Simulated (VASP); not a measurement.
The system is ZrO2.

```
Zr O
1.0
     0.00000    2.55000    2.55000
     2.55000    0.00000    2.55000
     2.55000    2.55000    0.00000
Zr O
1 2
Cartesian
  0.0000 0.0000 0.0000
  1.2750 1.2750 1.2750
  3.8250 3.8250 3.8250
```

The cell was built by a generator and needn't be a form met in nature.

Base run:

* Program: VASP 6.6.1
* Functional: PBEsol
* Potentials or basis: VASP PAW PBE potentials, release 64 (Zr_sv, O)
* Cutoff: 700 eV
* k mesh: 6 × 6 × 6
* Occupations: gaussian, width 0.05 eV
* Spin: no spin polarisation

Its results: band gap on the k mesh 3.27 eV, indirect (least direct gap 3.69 eV); pressure -4.9 GPa.

Q: The run is repeated on the same cell with these changes: functional from PBEsol to LDA; potentials or basis from VASP PAW PBE potentials, release 64 (Zr_sv, O) to VASP PAW LDA potentials, release 64 (Zr_sv, O). What comes out?

A: Band gap on the k mesh 3.22 eV, indirect (least direct gap 3.63 eV); pressure -10.3 GPa.

Caveats: the PAW data sets were made with another functional, which shifts forces and pressure a little (some runs).

A k mesh can miss the band edges.
